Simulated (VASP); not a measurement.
# Cl (Cmce) in VASP: reference runs

How does Cl come out in PBEsol? The cell is run as given and disturbed.

All numbers are computed with VASP 6.6.1; they aren't measurements. Logs are shortened: lines on timing, memory, paths and dates and some standing lists are left out, and cuts for length are marked.

### 1 The crystal as given

Symmetry: Cmce, No. 64, orthorhombic system. Conventional cell: a = 6.290 Å, b = 4.500 Å, c = 8.210 Å, α = 90.00°, β = 90.00°, γ = 90.00°. Cl (site symmetry m) is surrounded by 1 Cl at 2.02 Å.

### 2 Single point, PBEsol

INCAR

```
SYSTEM = Cl
PREC = Accurate ; ENCUT = 520
EDIFF = 1E-7 ; ISMEAR = -1
SIGMA = 0.05 ; LREAL = .False.
LASPH = .True. ; NELM = 100
ALGO = Normal ; ISIF = 2
LWAVE = .False. ; LCHARG = .False.
GGA = PS ; NBANDS = 22
```

KPOINTS

```
Automatic mesh
0
Gamma
  7 7 4
  0 0 0
```

POSCAR

```
Cl
1.0
    3.1450000000     -2.2500000000      0.0000000000
    3.1450000000      2.2500000000      0.0000000000
    0.0000000000      0.0000000000      8.2100000000
Cl
4
Direct
    0.3700000000      0.6300000000      0.4000000000
    0.1300000000      0.8700000000      0.9000000000
    0.6300000000      0.3700000000      0.6000000000
    0.8700000000      0.1300000000      0.1000000000
```

Potentials or basis: VASP PAW PBE potentials, release 64 (Cl).

Command:

```sh
cat potpaw_PBE.64/Cl/POTCAR > POTCAR
mpirun -np 1 vasp_std > vasp.out
```

OUTCAR:

```text
SYSTEM = Cl
   PREC = Accurate
   ENCUT = 520
   EDIFF = 1E-7
   ISMEAR = -1
   LREAL = .False.
   LASPH = .True.
   NELM = 100
   ISIF = 2
   GGA = PS

 ion  position               nearest neighbor table
   1  0.370  0.630  0.400-   3 2.02
   2  0.130  0.870  0.900-   4 2.02
   3  0.630  0.370  0.600-   1 2.02
   4  0.870  0.130  0.100-   2 2.02

  LATTYP: Found a base centered orthorhombic cell.
 ALAT       =     4.5000000000
 B/A-ratio  =     1.3977777778
 C/A-ratio  =     1.8244444444

  Lattice vectors:

 A1 = (  -3.1450000000,  -2.2500000000,   0.0000000000)
 A2 = (   3.1450000000,  -2.2500000000,   0.0000000000)
 A3 = (   0.0000000000,   0.0000000000,   8.2100000000)

Analysis of symmetry for initial positions (statically):
=====================================================================
 Subroutine PRICEL returns:
 Original cell was already a primitive cell.

 Routine SETGRP: Setting up the symmetry group for a
 base centered orthorhombic supercell.

 Subroutine GETGRP returns: Found  8 space group operations
 (whereof  4 operations were pure point group operations)
 out of a pool of  8 trial point group operations.

The static configuration has the point symmetry C_2h.
 The point group associated with its full space group is D_2h.

Analysis of symmetry for dynamics (positions and initial velocities):
=====================================================================
 Subroutine PRICEL returns:
 Original cell was already a primitive cell.

 Routine SETGRP: Setting up the symmetry group for a
 base centered orthorhombic supercell.

 Subroutine GETGRP returns: Found  8 space group operations
 (whereof  4 operations were pure point group operations)
 out of a pool of  8 trial point group operations.

The dynamic configuration has the point symmetry C_2h.
 The point group associated with its full space group is D_2h.

 Subroutine INISYM returns: Found  8 space group operations
 (whereof  4 operations are pure point group operations),
 and found     1 'primitive' translations

----------------------------------------------------------------------------------------

                                     Primitive cell

  volume of cell :     116.1920

  direct lattice vectors                    reciprocal lattice vectors
     3.145000000 -2.250000000  0.000000000     0.158982512 -0.222222222  0.000000000
     3.145000000  2.250000000  0.000000000     0.158982512  0.222222222  0.000000000
     0.000000000  0.000000000  8.210000000     0.000000000  0.000000000  0.121802680

  length of vectors
     3.866978795  3.866978795  8.210000000     0.273236445  0.273236445  0.121802680

  position of ions in fractional coordinates (direct lattice)
     0.370000000  0.630000000  0.400000000
     0.130000000  0.870000000  0.900000000
     0.630000000  0.370000000  0.600000000
     0.870000000  0.130000000  0.100000000

  ion indices of the primitive-cell ions
   primitive index   ion index
                 1           1
                 2           2
                 3           3
                 4           4

----------------------------------------------------------------------------------------

 KPOINTS: Automatic mesh

Automatic generation of k-mesh.
 Grid dimensions read from file:
 generate k-points for:    7    7    4

 Generating k-lattice:

  Cartesian coordinates                     Fractional coordinates (reciprocal lattice)
     0.022711787 -0.031746032  0.000000000     0.142857143  0.000000000  0.000000000
     0.022711787  0.031746032  0.000000000     0.000000000  0.142857143  0.000000000
     0.000000000  0.000000000  0.030450670     0.000000000  0.000000000  0.250000000

  Length of vectors
     0.039033778  0.039033778  0.030450670

  Shift w.r.t. Gamma in fractional coordinates (k-lattice)
     0.000000000  0.000000000  0.000000000

 Subroutine IBZKPT returns following result:
 ===========================================

 Found     48 irreducible k-points:

 Following reciprocal coordinates:
            Coordinates               Weight
  0.000000  0.000000  0.000000      1.000000
  0.142857  0.000000  0.000000      4.000000
  0.285714 -0.000000  0.000000      4.000000
  0.428571 -0.000000  0.000000      4.000000
  0.142857  0.142857  0.000000      2.000000
  0.285714  0.142857  0.000000      4.000000
[... 16 lines left out ...]
  0.428571  0.142857  0.250000      8.000000
 -0.428571  0.142857  0.250000      8.000000
 [... further k-points ...]
   k-points           NKPTS =     48   k-points in BZ     NKDIM =     48   number of bands    NBANDS=     22
   number of dos      NEDOS =    301   number of ions     NIONS =      4
   total plane-waves  NPLWV =  57600
   dimension x,y,z NGX =    30 NGY =   30 NGZ =   64
   dimension x,y,z NGXF=    60 NGYF=   60 NGZF=  128
   ions per type =               4
   NGX,Y,Z   is equivalent  to a cutoff of  12.90, 12.90, 12.96 a.u.
   NGXF,Y,Z  is equivalent  to a cutoff of  25.79, 25.79, 25.92 a.u.
 SYSTEM =  Cl
   PREC   = accura    normal or accurate (medium, high low for compatibility)
   ISTART =      0    job   : 0-new  1-cont  2-samecut
   ICHARG =      2    charge: 1-file 2-atom 10-const
   ISPIN  =      1    spin polarized calculation?
   LNONCOLLINEAR =      F non collinear calculations
   LSORBIT =      F    spin-orbit coupling
   LASPH  =      T    aspherical Exc in radial PAW
   ENCUT  =  520.0 eV  38.22 Ry    6.18 a.u.   7.19  7.19 15.27*2*pi/ulx,y,z
   NELM   =    100;   NELMIN=  2; NELMDL= -5     # of ELM steps
   EDIFF  = 0.1E-06   stopping-criterion for ELM
   LREAL  =      F    real-space projection
   EDIFFG = 0.1E-05   stopping-criterion for IOM
   NSW    =      0    number of steps for IOM
   IBRION =     -1    ionic relax: 0-MD 1-quasi-New 2-CG
   NFREE  =      0    steps in history (QN), initial steepest desc. (CG)
   ISIF   =      2    stress and relaxation
   ISYM   =      2    0-nonsym 1-usesym 2-fastsym
   POTIM  = 0.5000    time-step for ionic-motion
   TEBEG  =    0.0;   TEEND  =   0.0 temperature during run
   PSTRESS=    0.0 pullay stress
   NELECT =      28.0000    total number of electrons
   NUPDOWN=      -1.0000    fix difference up-down
   EMIN   =  10.00;   EMAX   =-10.00  energy-range for DOS
   EFERMI =   0.00;   METHOD = LEGACY
   ISMEAR =    -1;   SIGMA  =   0.05  broadening in eV -4-tet -1-fermi 0-gaus
   EFERMI_NEDOS =   21; number of points for ismear=-14 and -15
   IALGO  =     38    algorithm
   IMIX   =      4    mixing-type and parameters
     AMIX     =   0.40;   BMIX     =  1.00
     AMIX_MAG =   1.60;   BMIX_MAG =  1.00
  volume/ion in A,a.u.               =      29.05       196.03
  Fermi-wavevector in a.u.,A,eV,Ry     =   1.018753  1.925163 14.120900  1.037857
  Thomas-Fermi vector in A             =   2.152228
   LORBIT       =      0    0 simple, 1 ext, 2 COOP (PROOUT), +10 PAW based schemes
   GGA     = PS    functional components
   LHFCALC =     F    Hartree Fock is set to
   AEXX    =    0.0000 exact exchange contribution
   IVDW    =     0    specifies the selected vdW correction
   LEPSILON=     F    determine dielectric tensor
   LRPA    =     F    only Hartree local field effects (RPA)
 non-spin polarized calculation
  energy-cutoff  :      520.00
  volume of cell :      116.19
 maximum number of plane-waves:      3157
 NGX is ok and might be reduce to    30
   NGX = 15   NGY = 15   NGZ = 31

 number of electron      27.9999999 magnetization

 Free energy of the ion-electron system (eV)
  ---------------------------------------------------
  ext. energy  EPLUGINS =         0.00000000
  ---------------------------------------------------
  free energy    TOTEN  =        -7.96656576 eV

  energy without entropy =       -7.96656576  energy(sigma->0) =       -7.96656576

 E-fermi :   0.5642     XC(G=0):  -7.9188

 val. band max:       -0.6393302558   @ k =  -0.4286   0.4286   0.0000
 cond. band min:       1.8404133190   @ k =   0.1429   0.0000   0.0000
 fundamental gap:      2.4797435748
 Fermi energy:         0.5641518170

 k-point     1 :       0.0000    0.0000    0.0000
  band No.  band energies     occupation
      1     -17.2296      2.00000
      2     -17.0247      2.00000
      3     -13.2235      2.00000
      4     -12.6748      2.00000
      5      -5.9692      2.00000
      6      -5.1531      2.00000
[... 14 lines left out ...]
     21       9.4594      0.00000
     22       9.7809      0.00000

 k-point     2 :       0.1429    0.0000    0.0000
  band No.  band energies     occupation
      1     -17.1935      2.00000
      2     -17.0071      2.00000
      3     -13.1995      2.00000
      4     -12.7086      2.00000
      5      -5.9649      2.00000
      6      -5.1971      2.00000
[... 14 lines left out ...]
     21       9.3584      0.00000
     22       9.8348      0.00000

 k-point     3 :       0.2857   -0.0000    0.0000
  band No.  band energies     occupation
      1     -17.1043      2.00000
      2     -16.9725      2.00000
      3     -13.1340      2.00000
      4     -12.8000      2.00000
      5      -5.9333      2.00000
      6      -5.3433      2.00000
[... 14 lines left out ...]
     21       9.5854      0.00000
     22      10.2972      0.00000
[... 476 lines left out ...]
 k-point    23 :       0.4286    0.1429    0.2500
  band No.  band energies     occupation
      1     -17.0211      2.00000
      2     -16.9476      2.00000
      3     -13.0396      2.00000
      4     -12.8623      2.00000
      5      -5.7865      2.00000
      6      -5.4832      2.00000
[... 14 lines left out ...]
     21       9.6715      0.00000
     22       9.8615      0.00000

 k-point    24 :      -0.4286    0.1429    0.2500
  band No.  band energies     occupation
      1     -16.9741      2.00000
      2     -16.9613      2.00000
      3     -12.9862      2.00000
      4     -12.9609      2.00000
      5      -5.6668      2.00000
      6      -5.6410      2.00000
[... 14 lines left out ...]
     21       9.7479      0.00000
     22      10.0643      0.00000

 [... further k-points ...]

------------------------ aborting loop because EDIFF is reached ----------------------------------------

  FORCE on cell =-STRESS in cart. coord.  units (eV):
  Direction    XX          YY          ZZ          XY          YZ          ZX
  --------------------------------------------------------------------------------------
  -------------------------------------------------------------------------------------
  Total        0.1028942     -1.0259199     -1.5976053      0.0000000      0.0000000      0.0000000
  in kB        1.4188129    -14.1464586    -22.0294556      0.0000000      0.0000000      0.0000000
  external PRESSURE =     -11.5857004 kB  Pullay stress =       0.0000000 kB

 VOLUME and BASIS-vectors are now :
 -----------------------------------------------------------------------------
  energy-cutoff  :      520.00
  volume of cell :      116.19
      direct lattice vectors                 reciprocal lattice vectors
     3.145000000 -2.250000000  0.000000000     0.158982512 -0.222222222  0.000000000
     3.145000000  2.250000000  0.000000000     0.158982512  0.222222222  0.000000000
     0.000000000  0.000000000  8.210000000     0.000000000  0.000000000  0.121802680

 POSITION                                       TOTAL-FORCE (eV/Angst)
 -----------------------------------------------------------------------------------
      3.14500      0.58500      3.28400         0.000000     -0.247812      0.181507
      3.14500      1.66500      7.38900         0.000000      0.247812      0.181507
      3.14500     -0.58500      4.92600         0.000000      0.247812     -0.181507
      3.14500     -1.66500      0.82100         0.000000     -0.247812     -0.181507
 -----------------------------------------------------------------------------------
    total drift:                                0.000000     -0.000000      0.000000

  FREE ENERGIE OF THE ION-ELECTRON SYSTEM (eV)
  ---------------------------------------------------
  free  energy   TOTEN  =        -7.9665657628 eV

  energy  without entropy=       -7.9665657628  energy(sigma->0) =       -7.96656576
```

Wall time 58 s (1 thread of AMD EPYC 9R45 (Zen 5), shared host); peak memory 0.22 GiB.

Results:

```yaml
Free_energy: -7.9666 eV
Pressure: -1.2 GPa
Largest_force: 0.307 eV/Å
Band_gap_on_the_k_mesh: 2.48 eV, indirect (least direct gap 2.54 eV)
```

Forces on the atoms (eV/Å):
```
Cl   0.000 -0.248  0.182
Cl   0.000  0.248  0.182
Cl   0.000  0.248 -0.182
Cl   0.000 -0.248 -0.182
```

Stress tensor (GPa, compression positive):
```
 0.14  0.00  0.00
 0.00 -1.41  0.00
 0.00  0.00 -2.20
```

Levels at points of the mesh, in eV from the valence-band top:
| k point | band 12 | band 13 | band 14 | band 15 | band 16 | band 17 |
| --- | --- | --- | --- | --- | --- | --- |
| (0.00, 0.00, 0.00) | -0.41 | -0.15 | -0.05 | 2.48 | 3.06 | 6.73 |
| (0.00, 0.00, 0.50) | -0.65 | -0.10 | -0.10 | 2.68 | 2.68 | 7.32 |

Caveat: the PAW data sets were made with another functional, which shifts forces and pressure a little; an odd mesh through Γ misses points on the zone boundary, where band edges often lie.

### 3 Single point, PBEsol (atoms moved at random, drawn with an rms of 0.05 Å)

INCAR is that of step 2.

KPOINTS is that of step 2.

POSCAR

```
Cl
1.0
    3.1450000000     -2.2500000000      0.0000000000
    3.1450000000      2.2500000000      0.0000000000
    0.0000000000      0.0000000000      8.2100000000
Cl
4
Direct
    0.3867810000      0.6288770000      0.4001610000
    0.1213460000      0.8816780000      0.9015930000
    0.6267500000      0.3675920000      0.6013490000
    0.8681940000      0.1352900000      0.0985940000
```

Potentials or basis: VASP PAW PBE potentials, release 64 (Cl).

Command:

```sh
cat potpaw_PBE.64/Cl/POTCAR > POTCAR
mpirun -np 1 vasp_std > vasp.out
```

It took 1.9 min on 1 thread of AMD EPYC 9R45 (Zen 5), shared host; peak memory 0.29 GiB.

Results (log left out):

| Quantity | Value |
| --- | --- |
| Free energy | -7.9718 eV |
| Pressure | -0.3 GPa |
| Largest force | 0.365 eV/Å |
| Band gap on the k mesh | 2.61 eV, indirect (least direct gap 2.65 eV) |

Forces in eV/Å, atoms in the order of the input:
```
Cl  -0.035 -0.088  0.008
Cl  -0.007 -0.120 -0.340
Cl   0.035  0.078 -0.008
Cl   0.007  0.131  0.341
```

Stress tensor (GPa, compression positive):
```
 0.11 -0.02  0.04
-0.02 -0.50  0.53
 0.04  0.53 -0.45
```

Levels at points of the mesh, in eV from the valence-band top:
```
           k point  band 11  band 12  band 13  band 14  band 15  band 16  band 17  band 18
(0.00, 0.00, 0.00)    -0.70    -0.38    -0.13    -0.04     2.61     3.25     6.66     7.28
(0.00, 0.00, 0.50)    -0.63    -0.62    -0.09    -0.09     2.75     2.91     7.24     7.25
```

Caveat: the PAW data sets were made with another functional, which shifts forces and pressure a little; an odd mesh through Γ misses points on the zone boundary, where band edges often lie.
